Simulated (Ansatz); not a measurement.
**How far is PAW off for Ti?**

```
Ti
1.0
     0.00000    2.01993    2.05030
     2.01993    0.00000    2.05030
     2.01993    2.01993    0.00000
Ti
1
Cartesian
  0.0000 0.0000 0.0000
```

The cell is COD entry 1534878, as deposited and not checked against the literature; nothing was relaxed. The listed cell was then made from it by scaling, straining or moving an atom.

Methods: DFT, PBE, PAW with Ansatz's default frozen-core files, scalar-relativistic (Ansatz 0.2.0); DFT, PBE, all-electron PAW with datasets made for the crystal, scalar-relativistic (Ansatz 0.2.0); DFT, PBE, all-electron LAPW, scalar-relativistic (Ansatz 0.2.0).

For PAW: a Γ-centred 14×14×14 k mesh, Fermi–Dirac smearing of 0.05 eV, cutoff 420 eV, no spin polarisation. The crystal-made all-electron datasets (AE datasets) take a cutoff of 260 eV at this cell. LAPW targets a basis error of 0.25 meV/atom. The Ansatz runs share mesh, smearing and spin set-up. Plane-wave (PAW) pressures include the program's estimate of the Pulay term.

Stress and pressure are positive in compression.

The change that made this cell: z strained by +1 % at fixed volume.

| quantity | PAW | AE datasets | LAPW |
| --- | --- | --- | --- |
| pressure (GPa) | 4.44 | 4.44 | 4.44 |
| stress xx (GPa) | 4.57 | 4.57 | 4.57 |
| stress zz (GPa) | 4.18 | 4.18 | 4.18 |

PAW's pressure differs from the LAPW value by about 0.01 GPa or less. Datasets made for the crystal and LAPW share parts of one code, so their agreement isn't an independent check.
